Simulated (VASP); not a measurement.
Wanted: the native input for a VASP 6.6.1 run.

- Task: single point
- Functional: PBEsol
- Potentials or basis: VASP PAW PBE potentials, release 64 (Mg, S)
- Cutoff: 520 eV
- k mesh: 8 × 8 × 8
- Occupations: gaussian, width 0.05 eV
- Spin: no spin polarisation
- Dipole correction: no
- Further INCAR settings: ALGO = Normal; EDIFF = 1e-06; NBANDS = 11

The structure of MgS lies in POSCAR:

```
MgS
1.0
    0.0000000000      2.8331200468      2.8331200468
    2.8331200468      0.0000000000      2.8331200468
    2.8331200468      2.8331200468      0.0000000000
Mg S
1 1
Direct
    0.0000000000      0.0000000000     -0.0374378831
    0.7500000000      0.7500000000      0.7500000000
```

The cell comes from a database or a generator and needn't be the stable form of this composition.

The cell isn't the ideal one: all Mg atoms moved -0.150 Å, as atom 1 along Cartesian [1 1 0].

The input as run:

INCAR

```
PREC = Accurate
ENCUT = 520
EDIFF = 1E-6
ISMEAR = 0
SIGMA = 0.05
LREAL = F
LASPH = T
NELM = 100
ALGO = Normal
ISIF = 2
LWAVE = F
LCHARG = T
GGA = PS
LELF = T
LVHAR = T
NBANDS = 11
```

KPOINTS

```
regular mesh
0
Gamma
  8 8 8
```

Potentials or basis: VASP PAW PBE potentials, release 64 (Mg, S).

Run with:

```bash
$ cat potpaw_PBE.64/Mg/POTCAR potpaw_PBE.64/S/POTCAR > POTCAR
$ mpirun -np 1 vasp_std > vasp.out
```

It gave:

```
Pressure               : 0.0 GPa
Largest force          : 0.875 eV/Å
Band gap on the k mesh : 3.09 eV, direct
```

Caveat: the PAW data sets were made with another functional, which shifts forces and pressure a little.

It took 68 s on 1 thread of AMD EPYC 7R13 Processor (Zen 3), with other jobs on the host, peak memory 0.19 GiB.
